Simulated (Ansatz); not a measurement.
SiNi:

```xyz
8
Lattice="4.5037 0.0000 0.0000 0.0000 4.5037 0.0000 0.0000 0.0000 4.5037" Properties=species:S:1:pos:R:3 pbc="T T T"
Ni    0.6733    0.6733    0.6733
Ni    2.9252    1.5785    3.8304
Ni    3.8304    2.9252    1.5785
Ni    1.5785    3.8304    2.9252
Si    3.8139    3.8139    3.8139
Si    1.5620    2.9417    0.6898
Si    0.6898    1.5620    2.9417
Si    2.9417    0.6898    1.5620
```

The cell is a database's computed one.

Base run:

```yaml
Program: Ansatz 0.2.0
Functional: LDA
Potentials_or_basis: Ansatz PAW
Cutoff: 420 eV
Density_cutoff: 1680 eV
k_mesh: 6 × 6 × 6
Occupations: fermi-dirac, width 0.05 eV
Spin: collinear spin, ferromagnetic start
Starting_moments: "[1.0, 1.0, 1.0, 1.0, 0.0, 0.0, 0.0, 0.0] μB"
```

Its results: band gap on the k mesh none (metal or under the smearing width); pressure -9.4 GPa; net moment 0.00 μB per cell; largest force 0.063 eV/Å.

Q: The run is repeated on the same cell with these changes: functional from LDA to r2SCAN; cutoff from 420 eV to 500 eV; density cutoff from 1680 eV to 2000 eV. What comes out?

A: Band gap on the k mesh none (metal or under the smearing width); pressure -5.1 GPa; net moment 0.00 μB per cell; largest force 0.057 eV/Å.

Caveats: the PAW data sets come from PBE, with cores solved anew for the run's functional, which leaves a small shift of forces and pressure; the magnetic or orbital state may not be the lowest (some runs).

Not every run made on this cell is shown here.
